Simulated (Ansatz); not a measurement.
## ZnSe (Stilleite): spin-orbit coupling beyond the local functionals

Aim: the spin-orbit change of the gap of ZnSe (Stilleite).

Main program and level: Ansatz 0.2.0; density functionals with and without spin-orbit coupling, plane waves, PAW.

**Experimental background.**

- Gap 2.695 ± 0.003 eV: excitonic gap from free-exciton PL, not corrected for exciton binding; photoluminescence; 300 K; bulk crystal (Bridgman-grown crystal, polished and etched) (“Alloy Disordering Effects on the Thermal Conductivity and Energy Gap Temperature Dependence of Cd1−xZnxSe Ternary Crystals Grown by the Bridgman Method”, 2023, pmc:10253836).

Most raw output is cut from this account.

### Step 1. Starting point

It takes space group F-43m (No. 216, cubic). Conventional cell: a = 5.668 Å, b = 5.668 Å, c = 5.668 Å, α = 90.00°, β = 90.00°, γ = 90.00°. Nearest to Zn lie 4 Se at 2.45 Å. Se has 4 Zn at 2.45 Å nearest. Farther neighbours and most contacts between anions are not listed.

As a file:

```cif
data_structure
_symmetry_space_group_name_H-M 'F-43m'
_symmetry_Int_Tables_number 216
_cell_length_a 5.6676
_cell_length_b 5.6676
_cell_length_c 5.6676
_cell_angle_alpha 90.000
_cell_angle_beta 90.000
_cell_angle_gamma 90.000
_cell_volume 182.05
loop_
_atom_site_label
_atom_site_type_symbol
_atom_site_symmetry_multiplicity
_atom_site_Wyckoff_symbol
_atom_site_fract_x
_atom_site_fract_y
_atom_site_fract_z
_atom_site_occupancy
Zn1 Zn 4 a 0.00000 0.00000 0.00000 1
Se1 Se 4 d 0.25000 0.25000 0.75000 1
```

The cell and positions come from the Crystallography Open Database and are kept as given unless a step says otherwise. The default PAW set here is soft_2. Its files were made with PBE.

### Step 2. HSE06, 4×4×4 mesh

This step: DFT, HSE06, plane waves, PAW.

Contents of input.yaml:

```yaml
crystal:
  lattice:
    - [0.0, 2.8338, 2.8338]
    - [2.8338, 0.0, 2.8338]
    - [2.8338, 2.8338, 0.0]
  atoms:
    - { symbol: Zn, position: [0.0, 0.0, 0.0] }
    - { symbol: Se, position: [0.25, 0.25, 0.25] }
kpoints:
  mp_grid: { grid: [4, 4, 4] }
  band_path:
    path:
      - [0.0, 0.0, 0.0]
      - [-0.5, -0.5, 0.0]
      - [-0.375, -0.375, 0.25]
      - [-0.375, 0.0, 0.375]
      - [0.0, 0.0, 0.5]
      - [-0.5, -0.25, 0.25]
    npoints: 1
hamiltonian:
  xc: hse06
scf:
  occupations: { method: fixed }
  n_extra_bands: 4
output:
  eigenvalues: true
```

Launch:

```console
ansatz run input.yaml --threads 3 --pin off --max-ram 92160MiB --backend cuda --events-out ev --progress --plain --runs-dir out --devices 1 --max-vram 13GiB  # rebuilt from the run's record
```

The job ended after 12 s (1 × NVIDIA H100 80GB HBM3 (shared by 6 runs) with 3 threads of AMD EPYC 7R13 (Zen 3), shared host; peak memory 1 GiB).

Numbers from this step:

```yaml
gap: 2.437 eV
valence_top_at: Γ
conduction_bottom_at: Γ
least_direct_gap: 2.437 eV
exact_exchange_fraction: 0.25
```

The gap is direct, at Γ.

### Step 3. HSE06+SOC, 4×4×4 mesh

The many-body steps leave out spin-orbit coupling, so its effect is taken from a two-component run, with twice the bands.

This step: DFT, HSE06 with spin-orbit coupling, plane waves, PAW.

input.yaml, as its differences from that of step 2:

```diff
@@ -23,3 +23,6 @@
   occupations: { method: fixed }
-  n_extra_bands: 4
+  n_extra_bands: 8
+magnetization:
+  noncollinear: true
+  spin_orbit: true
 output:
```

The job ended after 24 s (1 × NVIDIA H100 80GB HBM3 (shared by 6 runs) with 3 threads; peak memory 1.3 GiB; 51 s of CPU time).

Numbers from this step:

```yaml
gap: 2.296 eV
valence_top_at: Γ
conduction_bottom_at: Γ
least_direct_gap: 2.296 eV
exact_exchange_fraction: 0.25
```

The gap stands −0.14 eV against HSE06.

### Step 4. Together

Times are wall times on 1 × NVIDIA H100 80GB HBM3 (shared by 6 runs) with 3 threads of AMD EPYC 7R13 (Zen 3), shared host, good to a factor of about two.

```
level  gap (eV)  with coupling (eV)  change (eV)  time  with coupling
HSE06      2.44                2.30        −0.14  12 s           24 s
```

### Step 5. Results

```yaml
hse06: 2.44 eV
hse06_soc: 2.30 eV
```

**Reading.** Spin-orbit coupling changes the gap by −0.14 eV and the least direct gap by −0.14 eV. Against experiment, by HSE06+SOC: the direct gap of 2.30 eV lies −0.40 eV from the measured 2.695 ± 0.003 eV (exciton, 300 K, 2023). An exciton line or allowed optical edge lies below the quasiparticle gap by the binding energy; a forbidden edge can push the onset above it. The lattice is static and excitons are left out.

[Paths, hosts, dates, memory and timing lines, banners, echoed tables and standing remarks are left out of the program output.]

[Logs are printed without paths, hosts, clocks, repeated set-up lines and the standing remarks that a program may print on its own settings, such as how far it seeks lower states.]

[Runs of the session that timed out or met a known fault of the program may be left out.]

[Cells called generated may have been cut or substituted from an entry of the Crystallography Open Database or the Materials Project.]

[Hosts, paths, dates, database ids (printed as entryN), source tags and the programs' standing remarks are cut or masked in the printed files.]
